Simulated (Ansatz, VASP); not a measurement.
# Cross-check of Sn (dimer Sn chain) between VASP and Ansatz

One calculation is typed for both programs; each brings its own data sets. How far apart do they land? The structure shown is the start of the Ansatz relaxation below; VASP solves that cell, so the two are compared at the walk's first step.

Main program and level: Ansatz 0.2.0; plane waves, with VASP 6.6.1 beside it; single point at PBE, single point at PBEsol and single point at RPBE.

### Step 1. The structure

The cell holds 2 atoms: 2 Sn. Its edges and angles: a = 7.500 Å, b = 7.500 Å, c = 5.282 Å, α = 90.0°, β = 90.0°, γ = 90.0°. Vacuum lies along a and b. The structure's axis is c.

### Step 2. Ansatz: relaxation, PBE

Ansatz runs on its default PAW (the set named soft_2) files.

The two programs are compared at the cell with which this relaxation starts, whose forces are those of its first step.

input.yaml

```yaml
crystal:
  lattice:
    - [7.5, 0.0, 0.0]
    - [0.0, 7.5, 0.0]
    - [0.0, 0.0, 5.282]
  atoms:
    - { symbol: Sn, position: [0.5, 0.5, 0.0] }
    - { symbol: Sn, position: [0.5, 0.5, 0.45] }
kpoints:
  mp_grid: { grid: [1, 1, 16] }
scf:
  occupations: { method: fermi_dirac, width: 0.05 }
hamiltonian:
  xc: pbe
relax:
  cell: { fix: [a, b, alpha, beta, gamma] }
  max_steps: 60
```

Command:

```
$ ansatz run input.yaml --threads 4 --pin off --max-ram 8192MiB --backend cpu --events-out ev --progress --plain --runs-dir out
```

Numbers of over 12 decimals in the logs are rounded to 6 here.

The log of the run:

```text
Engine: ansatz 0.2.0, aarch64-unknown-linux-gnu
Pseudopotentials: kind: paw
Pseudopotential: Sn, paw, valence charge 14, recommended cutoff 420 eV (normal), Sn.paw.azcp
Functional definition: PBE
  parameter kappa = 0.804
  parameter beta = 0.066725
  exchange = pbe_x(kappa = kappa, mu = beta*pi^2/3)
  correlation = pbe_c(beta = beta)
Crystal: 2 atoms, lattice volume = 297.113 Å³
Basis set: ecut = 420 eV, 5833 PW (Γ), exchange–correlation on 108×108×72 points (8 copies of the dense FFT grid, shifted against one another)
Bands: 18, of which v1, the nominal top of the filled ones, is band 14 counted from 1 (13 counted from 0)
Symmetry: 16 space group operations
Space group: P4/mmm (ITA 123), of the structure as read, at distance tolerance 6.7e-5 Å
k-points: 9 of 16
Non-local potential: Sn, projectors of the file, l = 0: 2, l = 1: 2, l = 2: 2, l = 3: 2
PAW form: soft (Blöchl's): semilocal exchange-correlation on the pseudo side does not see the compensation charge
PAW one-centre angular grid: Sn, 590 points (default); XC on 64 Gauss nodes
Initial density: superposition of atomic densities (neutral atoms: chi_scale 0, normalization atom), corrected by the library's trained network
Initial wavefunctions: pseudopotential atomic-orbital guess
Functional: x = pbe(κ = 0.804, μ = 0.219515), c = pbe(β = 0.066725)
SCF iter   1: F=—  HF=-12045.059273 eV  |F-HF|=—  |Δ(HF+E_count)|=         —  Δρ=2.38e-3  dr2=2.28e-2  ethr=1.77e-3  ⟨swp⟩=7.1  Hψ=912  notcnv=0
preconditioner: auto → LDOS  [metal: Δε(μ)=0.108 eV  Ē_g=6.144 eV  σ=0.050 eV  W_gap=0.41  n_scr=30 (ndim 8)  ℏωp=6.1 eV  f_vac=0.636  D(μ)=3.37/eV (n_scr^D=10)  β→1.0]
SCF iter   2: F=—  HF=-12045.055590 eV  |F-HF|=—  |Δ(HF+E_count)|=   3.68e-3  Δρ=1.23e-3  dr2=6.45e-3  ethr=8.15e-5  ⟨swp⟩=2.7  Hψ=405  notcnv=0
SCF iter   3: F=—  HF=-12045.054425 eV  |F-HF|=—  |Δ(HF+E_count)|=   1.16e-3  Δρ=5.19e-4  dr2=1.26e-3  ethr=2.30e-5  ⟨swp⟩=2.4  Hψ=328  notcnv=0
SCF iter   4: F=—  HF=-12045.054133 eV  |F-HF|=—  |Δ(HF+E_count)|=   2.92e-4  Δρ=1.18e-4  dr2=4.80e-5  ethr=4.51e-6  ⟨swp⟩=2.0  Hψ=286  notcnv=0
SCF iter   5: F=—  HF=-12045.054144 eV  |F-HF|=—  |Δ(HF+E_count)|=   1.13e-5  Δρ=2.47e-5  dr2=2.13e-6  ethr=1.71e-7  ⟨swp⟩=3.0  Hψ=296  notcnv=0
SCF iter   6: F=—  HF=-12045.054145 eV  |F-HF|=—  |Δ(HF+E_count)|=   1.23e-6  Δρ=9.24e-6  dr2=3.26e-7  ethr=7.62e-9  ⟨swp⟩=2.0  Hψ=288  notcnv=0
SCF iter   7: F=-12045.054145 eV  HF=-12045.054145 eV  |F-HF|=5.67e-9  |Δ(HF+E_count)|=   7.97e-8  Δρ=1.72e-6  dr2=1.45e-8  ethr=3.57e-10  ⟨swp⟩=5.7  Hψ=612  notcnv=0
SCF 1 converged in 7 iterations: F = -12045.054145 eV  dr2 = 1.45e-8
  greatest PAW one-centre occupation: 0.991 electrons in one spin orbital (limit 2), on the Sn atom at site 1 (counted from 0), in its partial waves of l = 2
relax step   1: F+E_penalty+E_count = -12045.05414530 eV  Δ(F+E_penalty+E_count) = +0.000e0 eV  max|allowed force component| = 4.398e0 eV/Å  Δτ_max = 0.0000 Å  P = +1.726 GPa  Ω = 297.113 Å³  fix = [a, b, alpha, beta, gamma]  reactions: a +0.239, b +0.239 GPa  (7 SCF iters, dr2 threshold 1.00e-7 eV, accepted)
[...]
relax step   2: F+E_penalty+E_count = -12045.48291773 eV  Δ(F+E_penalty+E_count) = -4.288e-1 eV  max|allowed force component| = 1.853e0 eV/Å  Δτ_max = 0.1958 Å  P = +1.175 GPa  Ω = 297.545 Å³  energy of the carried Pulay correction = -2.112e-5 eV  fix = [a, b, alpha, beta, gamma]  reactions: a +0.246, b +0.246 GPa  (7 SCF iters, dr2 threshold 2.00e-7 eV, accepted)
[...]
relax step   3: F+E_penalty+E_count = -12045.67957817 eV  Δ(F+E_penalty+E_count) = -1.967e-1 eV  max|allowed force component| = 4.876e-2 eV/Å  Δτ_max = 0.0664 Å  P = +0.188 GPa  Ω = 308.341 Å³  energy of the carried Pulay correction = -5.384e-4 eV  fix = [a, b, alpha, beta, gamma]  reactions: a +0.251, b +0.251 GPa  (7 SCF iters, dr2 threshold 2.00e-7 eV, accepted)
[...]
relax step   4: F+E_penalty+E_count = -12045.67972882 eV  Δ(F+E_penalty+E_count) = -1.507e-4 eV  max|allowed force component| = 2.110e-2 eV/Å  Δτ_max = 0.0015 Å  P = +0.177 GPa  Ω = 308.514 Å³  energy of the carried Pulay correction = -5.465e-4 eV  fix = [a, b, alpha, beta, gamma]  reactions: a +0.251, b +0.251 GPa  (4 SCF iters, dr2 threshold 1.49e-7 eV, accepted)
[...]
relax step   5: F+E_penalty+E_count = -12045.67976059 eV  Δ(F+E_penalty+E_count) = -3.176e-5 eV  max|allowed force component| = 2.563e-4 eV/Å  Δτ_max = 0.0012 Å  P = +0.167 GPa  Ω = 308.667 Å³  energy of the carried Pulay correction = -5.537e-4 eV  fix = [a, b, alpha, beta, gamma]  reactions: a +0.251, b +0.251 GPa  (5 SCF iters, dr2 threshold 2.78e-8 eV, accepted)
[...]
relax step   6: F+E_penalty+E_count = -12045.68042829 eV  Δ(F+E_penalty+E_count) = -6.677e-4 eV  max|allowed force component| = 2.684e-4 eV/Å  Δτ_max = 0.0000 Å  P = +0.166 GPa  Ω = 308.667 Å³  fix = [a, b, alpha, beta, gamma]  reactions: a +0.248, b +0.248 GPa  stress off target by 7.17e-5 GPa on what of the cell is left free  SCF on the basis re-selected at this cell (its energy is not comparable with the rows above)  (6 SCF iters)
basis re-selected at this cell: Δ(F+E_penalty+E_count) = -6.677e-4 eV, ΔP = -0.002 GPa vs the last step (what re-selecting the basis moved, of the pressure what is left beyond the Pulay correction that the steps carried, after the strain that the cell walked since its last selection, with what the two solves' SCF thresholds leave and, on support functions, any second-order correction that the steps lacked; it is no measure of the basis error at this ecutwfc). The dense FFT grid was sized anew with the basis: this SCF ran on 54×54×40 points, the steps before it on 54×54×36, so part of this shift can come from that change (see relax.cell in the input reference). [rest of the remark cut]
SCF converged after 6 iterations
Free energy (F): -12045.680428 eV
Harris-Foulkes:  -12045.680428 eV  (|F-HF|=1.82e-12)
Internal energy: -12045.663527 eV  (E = F + TS)
E sigma→0 (E₀):  -12045.671978 eV
Entropy (-TS):   -0.016901 eV (-8.451 meV/atom)
Fermi energy:    -1.729859 eV
--- Per-component energies (eV) ---
  E_band       = -504.469148
  E_kinetic    = 370.432567
  E_local      = -4989.888281  (includes V_loc(G=0)·N_el)
  E_nonlocal   = -65.237725
  E_hartree    = 2537.368133
  E_xc         = -762.529749
  E_vxc        = -188.093245  (∫ρ·V_xc dr)
  E_paw        = -8269.945423  (= ΣΔE_a)
  E_vpaw       = -706.418788  (= ΣTr[D̂ρ^β])
  E_aug_tail   = -0.000001  (compensation charges beyond the density's cutoff)
  E_ewald      = -865.863046
  E_smearing   = -0.016901  (= −TS)
  E_closure    = 0.000000  (closes the sum)
  Σ components = -12045.680428   (vs F -12045.680428, Δ=0.00e0)
--- Forces (eV/Å), atoms counted from 1 ---
  atom   1  Sn     0.00000000     0.00000000     0.00026841
  atom   2  Sn     0.00000000     0.00000000    -0.00026841
  max |Σ_I F_I| component: 0.00e0 eV/Å
--- Stress (GPa, compression-positive) ---
        0.248416       0.000000       0.000000
        0.000000       0.248416       0.000000
        0.000000       0.000000       0.000072
  P = ⅓ Tr σ = 0.1656 GPa (1.656 kbar)
--- Relaxed structure (5 steps of the walk, 5 accepted, 1 SCFs on fresh bases) ---
  F+E_penalty+E_count = -12045.68042829 eV   max|allowed force component| = 2.684e-4 eV/Å   (the final SCF, on the basis selected at the relaxed cell)
  cell:  # Å, volume = 308.6669 Å³
    - [7.5, 0.0, 0.0]
    - [0.0, 7.5, 0.0]
    - [0.0, 0.0, 5.487412]
  atoms:
    - { symbol: Sn, position: [0.5, 0.5, -0.025003] }
    - { symbol: Sn, position: [0.5, 0.5, 0.475003] }
```

### Step 3. VASP: single point, PBE, start cell

The same cell, functional, mesh and smearing now go to VASP, with its own data sets.

Lines of VASP's logs that name or quote its potential files are left out, and so is its time.

INCAR

```
SYSTEM = Sn
PREC = Accurate
ENCUT = 400
EDIFF = 1E-06
NELM = 120
ISMEAR = -1
SIGMA = 0.05
LREAL = .FALSE.
ALGO = Normal
GGA = PE
NBANDS = 20
LORBIT = 11
LWAVE = .FALSE.
LCHARG = .FALSE.
ISIF = 2
LASPH = .TRUE.
GGA_COMPAT = .FALSE.
KPAR = 2
```

POSCAR

```
Sn
1.0
    7.5000000000      0.0000000000      0.0000000000
    0.0000000000      7.5000000000      0.0000000000
    0.0000000000      0.0000000000      5.2820000000
Sn
2
Direct
    0.5000000000      0.5000000000      0.0000000000
    0.5000000000      0.5000000000      0.4500000000
```

KPOINTS

```
Automatic mesh
0
Gamma
1 1 16
0 0 0
```

Potentials, in the order of the species: Sn_d (PBE family, release 64).

Command:

```
$ mpirun -np 2 vasp_std
```

The log of the run:

```text
[banner, memory and clock lines left out]
running    2 mpi-ranks, on    1 nodes
 distrk:  each k-point on    1 cores,    2 groups
 distr:  one band on    1 cores,    1 groups

 POSCAR found type information on POSCAR Sn
 POSCAR found :  1 types and       2 ions
 LDA part: xc-table for (Slater+PW92), standard interpolation
 POSCAR, INCAR and KPOINTS ok, starting setup
 FFT: planning ... GRIDC
 FFT: planning ... GRID_SOFT
 FFT: planning ... GRID
 WAVECAR not read
 entering main loop
       N       E                     dE             d eps       ncg     rms          rms(c)
DAV:   1     0.172870597619E+03    0.17287E+03   -0.12037E+04   440   0.991E+02
DAV:   2     0.875960423335E+01   -0.16411E+03   -0.16143E+03   408   0.258E+02
DAV:   3    -0.406469506604E+01   -0.12824E+02   -0.12701E+02   424   0.975E+01
DAV:   4    -0.450291780717E+01   -0.43822E+00   -0.43451E+00   372   0.209E+01
DAV:   5    -0.452365027302E+01   -0.20732E-01   -0.20732E-01   528   0.403E+00    0.290E+00
DAV:   6    -0.438431702844E+01    0.13933E+00   -0.12312E-01   400   0.203E+00    0.159E+00
DAV:   7    -0.432722856302E+01    0.57088E-01   -0.18156E-01   440   0.224E+00    0.266E-01
DAV:   8    -0.432772854221E+01   -0.49998E-03   -0.16296E-02   376   0.831E-01    0.216E-01
DAV:   9    -0.432692038745E+01    0.80815E-03   -0.27783E-03   440   0.278E-01    0.785E-02
DAV:  10    -0.432709995757E+01   -0.17957E-03   -0.21177E-04   424   0.113E-01    0.341E-02
DAV:  11    -0.432722619906E+01   -0.12624E-03   -0.23661E-04   432   0.683E-02    0.313E-02
DAV:  12    -0.432731930197E+01   -0.93103E-04   -0.41547E-05   432   0.460E-02    0.761E-03
DAV:  13    -0.432741794996E+01   -0.98648E-04   -0.20700E-05   360   0.195E-02    0.126E-02
DAV:  14    -0.432744236151E+01   -0.24412E-04   -0.59965E-06   288   0.127E-02    0.288E-03
DAV:  15    -0.432744593331E+01   -0.35718E-05   -0.14436E-06   300   0.811E-03    0.105E-03
DAV:  16    -0.432744690253E+01   -0.96922E-06   -0.34474E-07   248   0.549E-03
   1 F= -.43274469E+01 E0= -.43135353E+01  d E =-.278232E-01
```

From OUTCAR (step 3):

```text
ion  position               nearest neighbor table
   1  0.500  0.500  0.000-   2 2.38   2 2.91
   2  0.500  0.500  0.450-   1 2.38   1 2.91

  LATTYP: Found a simple tetragonal cell.
 ALAT       =     7.5000000000
 C/A-ratio  =     0.7042666667

 Subroutine GETGRP returns: Found 16 space group operations
 (whereof  8 operations were pure point group operations)

The static configuration has the point symmetry C_4v.
 The point group associated with its full space group is D_4h.

 Found      9 irreducible k-points:

   k-points           NKPTS =      9   k-points in BZ     NKDIM =      9   number of bands    NBANDS=     20

   dimension x,y,z NGX =    50 NGY =   50 NGZ =   36
   dimension x,y,z NGXF=   100 NGYF=  100 NGZF=   72

   ENCUT  =  400.0 eV  29.40 Ry    5.42 a.u.  12.23 12.23  8.61*2*pi/ulx,y,z

   NELECT =      28.0000    total number of electrons

 k-points in reciprocal lattice and weights: Automatic mesh
   0.00000000  0.00000000  0.00000000       0.062
   0.00000000  0.00000000  0.06250000       0.125
   0.00000000  0.00000000  0.12500000       0.125
   0.00000000  0.00000000  0.18750000       0.125
   0.00000000  0.00000000  0.25000000       0.125
   0.00000000  0.00000000  0.31250000       0.125
   0.00000000  0.00000000  0.37500000       0.125
   0.00000000  0.00000000  0.43750000       0.125
   0.00000000  0.00000000  0.50000000       0.062

 average (electrostatic) potential at core
       1-109.1459       2-109.1459

 E-fermi :  -2.3403

 k-point     1 :       0.0000    0.0000    0.0000
  band No.  band energies     occupation
    ...
     11     -10.9462      2.00000
     12      -4.8507      2.00000
     13      -4.8133      2.00000
     14      -3.2031      2.00000
     15      -3.2031      2.00000
     16       0.8755      0.00000
     17       1.4679      0.00000
     18       1.4679      0.00000
     19       2.2101      0.00000
     20       3.5673      0.00000

 k-point     2 :       0.0000    0.0000    0.0625
  band No.  band energies     occupation
    ...
     11     -10.9288      2.00000
     12      -5.5575      2.00000
     13      -4.0537      2.00000
     14      -3.1798      2.00000
     15      -3.1798      2.00000
     16       0.8960      0.00000
     17       1.3408      0.00000
     18       1.3408      0.00000
     19       2.2306      0.00000
     20       3.5872      0.00000

 k-point     3 :       0.0000    0.0000    0.1250
  band No.  band energies     occupation
    ...
     11     -10.8769      2.00000
     12      -6.2267      2.00000
     13      -3.2265      2.00000
     14      -3.1103      2.00000
     15      -3.1103      2.00000
     16       0.9575      0.00000
     17       1.0198      0.00000
     18       1.0198      0.00000
     19       2.2922      0.00000
     20       3.6467      0.00000

  Total        0.4157602      0.4157602      8.5917554      0.0000000      0.0000000     -0.0000000
  in kB        2.2419841      2.2419841     46.3309882      0.0000000      0.0000000     -0.0000000
  external PRESSURE =      16.9383188 kB  Pullay stress =       0.0000000 kB

  energy-cutoff  :      400.00
  volume of cell :      297.11
      direct lattice vectors                 reciprocal lattice vectors
     7.500000000  0.000000000  0.000000000     0.133333333  0.000000000  0.000000000
     0.000000000  7.500000000  0.000000000     0.000000000  0.133333333  0.000000000
     0.000000000  0.000000000  5.282000000     0.000000000  0.000000000  0.189322226

 POSITION                                       TOTAL-FORCE (eV/Angst)
 -----------------------------------------------------------------------------------
      3.75000      3.75000      0.00000         0.000000      0.000000     -4.385411
      3.75000      3.75000      2.37690         0.000000     -0.000000      4.385411
 -----------------------------------------------------------------------------------
    total drift:                               -0.000000     -0.000000     -0.000053

  FREE ENERGIE OF THE ION-ELECTRON SYSTEM (eV)
  ---------------------------------------------------
  free  energy   TOTEN  =        -4.3274469025 eV

  energy  without entropy=       -4.2996237131  energy(sigma->0) =       -4.31353531

 total charge
# of ion       s       p       d       tot
------------------------------------------
    1        1.276   1.089   9.959  12.323
    2        1.276   1.089   9.959  12.323
--------------------------------------------------
tot          2.552   2.177  19.917  24.647

[... 3 further parts left out ...]
```

### Step 4. Comparison

Known differences besides the potentials themselves: the cutoff is 420 eV in Ansatz and 400 eV in VASP. Total energies have different zeros and are not compared.

Forces (eV/Å; atoms numbered as in POSCAR):

```
atom        Ansatz x, y, z          VASP x, y, z
 Sn1  0.000, 0.000, -4.398  0.000, 0.000, -4.385
 Sn2   0.000, 0.000, 4.398   0.000, 0.000, 4.385
```

The forces differ by 7.1 meV/Å r.m.s., which is 0.3 % of the r.m.s. force of 2.532 eV/Å (both taken over all components).

### Step 5. Ansatz: relaxation, PBEsol

The two programs are compared at the cell with which this relaxation starts, whose forces are those of its first step.

The structure compared here is the start of the Ansatz relaxation; VASP solves that cell, so the two are compared at the walk's first step.

input.yaml, the sections that differ from step 2:

```yaml
crystal:
  lattice:
    - [7.5, 0.0, 0.0]
    - [0.0, 7.5, 0.0]
    - [0.0, 0.0, 5.282]
  atoms:
    - { symbol: Sn, position: [0.5, 0.5, 0.0], spin: 0.5 }
    - { symbol: Sn, position: [0.5, 0.5, 0.45], spin: 0.5 }
magnetization:
  spin_polarized: true
hamiltonian:
  xc: pbesol
# kpoints, scf, relax: as in step 2
```

Command:

```
$ ansatz run input.yaml --threads 4 --pin off --max-ram 8192MiB --backend cpu --events-out ev --progress --plain --runs-dir out
```

The log of the run:

```text
[...]
Crystal: 2 atoms, lattice volume = 297.113 Å³
Basis set: ecut = 420 eV, 5833 PW (Γ), exchange–correlation on 108×108×72 points (8 copies of the dense FFT grid, shifted against one another)
Bands: 19, of which v1, the nominal top of the filled ones, is band 14 counted from 1 (13 counted from 0)
Symmetry: 16 space group operations
[...]
0.000000       0.235464       0.000000
        0.000000       0.000000       0.003576
  P = ⅓ Tr σ = 0.1582 GPa (1.582 kbar)
--- Relaxed structure (5 steps of the walk, 5 accepted, 1 SCFs on fresh bases) ---
[...]
cell:  # Å, volume = 304.7581 Å³
    - [7.5, 0.0, 0.0]
    - [0.0, 7.5, 0.0]
    - [0.0, 0.0, 5.417922]
  atoms:
    - { symbol: Sn, position: [0.5, 0.5, -0.025000] }
    - { symbol: Sn, position: [0.5, 0.5, 0.475000] }
[key lines of the parts left out:]
SCF converged after 5 iterations
Magnetization: -0.0000 μB (14.0000 up, 14.0000 down)
Free energy (F): -11896.434120 eV
Fermi energy:    -1.797462 eV
```

### Step 6. VASP: single point, PBEsol, start cell

The same cell, functional, mesh and smearing now go to VASP, with its own data sets.

Edit INCAR of step 3 so:

```diff
@@ -4,3 +4,3 @@
 EDIFF = 1E-06
-NELM = 120
+NELM = 200
 ISMEAR = -1
@@ -9,4 +9,6 @@
 ALGO = Normal
-GGA = PE
-NBANDS = 20
+GGA = PS
+NBANDS = 21
+ISPIN = 2
+MAGMOM = -0 -0
 LORBIT = 11
```

POSCAR is that of step 3.

KPOINTS is that of step 3.

Command:

```
$ mpirun -np 2 vasp_std
```

The log of the run:

```text
[banner, memory and clock lines left out]
running    2 mpi-ranks, on    1 nodes
[...]
|                                                                             |
|               ----> ADVICE to this user running VASP <----                  |
|                                                                             |
|     You enforced a specific xc type in the INCAR file but a different       |
|     [... a line on the potential file left out ...]
|     I HOPE YOU KNOW WHAT YOU ARE DOING!                                     |
|                                                                             |

 LDA part: xc-table for (Slater+PW92), standard interpolation
 POSCAR, INCAR and KPOINTS ok, starting setup
[...]
entering main loop
       N       E                     dE             d eps       ncg     rms          rms(c)
DAV:   1     0.170019385109E+03    0.17002E+03   -0.11960E+04   932   0.931E+02
DAV:   2     0.855845873794E+01   -0.16146E+03   -0.15872E+03   817   0.251E+02
DAV:   3    -0.460065192565E+01   -0.13159E+02   -0.13078E+02   891   0.963E+01
DAV:   4    -0.504294425239E+01   -0.44229E+00   -0.44214E+00   824   0.203E+01
[...]
DAV:  15    -0.484372316803E+01   -0.21237E-04   -0.51025E-06   786   0.113E-02    0.144E-03
DAV:  16    -0.484372680236E+01   -0.36343E-05   -0.58852E-07   562   0.476E-03    0.963E-04
DAV:  17    -0.484372777047E+01   -0.96811E-06   -0.11948E-07   540   0.233E-03
   1 F= -.48437278E+01 E0= -.48299499E+01  d E =-.275558E-01  mag=     0.0000
```

Parts of OUTCAR (step 6):

```text
  Total        0.3964379      0.3964379      7.1575183      0.0000000     -0.0000000      0.0000000
  in kB        2.1377887      2.1377887     38.5968736      0.0000000     -0.0000000      0.0000000
  external PRESSURE =      14.2908170 kB  Pullay stress =       0.0000000 kB

 POSITION                                       TOTAL-FORCE (eV/Angst)
 -----------------------------------------------------------------------------------
      3.75000      3.75000      0.00000         0.000000      0.000000     -4.195499
      3.75000      3.75000      2.37690         0.000000     -0.000000      4.195499
 -----------------------------------------------------------------------------------
    total drift:                               -0.000000     -0.000000     -0.000053

  FREE ENERGIE OF THE ION-ELECTRON SYSTEM (eV)
  ---------------------------------------------------
  free  energy   TOTEN  =        -4.8437277705 eV

  energy  without entropy=       -4.8161719479  energy(sigma->0) =       -4.82994986

 magnetization (x)
# of ion       s       p       d       tot
------------------------------------------
    1        0.000  -0.000   0.000   0.000
    2        0.000  -0.000   0.000   0.000
--------------------------------------------------
tot          0.000  -0.000   0.000   0.000

[... 1 part as in an earlier step ...]

[... 2 further parts left out ...]
[key lines of the parts left out:]
E-fermi :  -2.4202
```

[end of part 1 of 2]

[Lines on the potential files, build, host, timing and source positions are cut from VASP's logs without a mark.]

[Logs are printed without paths, hosts, clocks, repeated set-up lines and the standing remarks that a program may print on its own settings, such as how far it seeks lower states.]

[Hosts, paths, dates, database ids (printed as entryN), source tags and the programs' standing remarks are cut or masked in the printed files.]
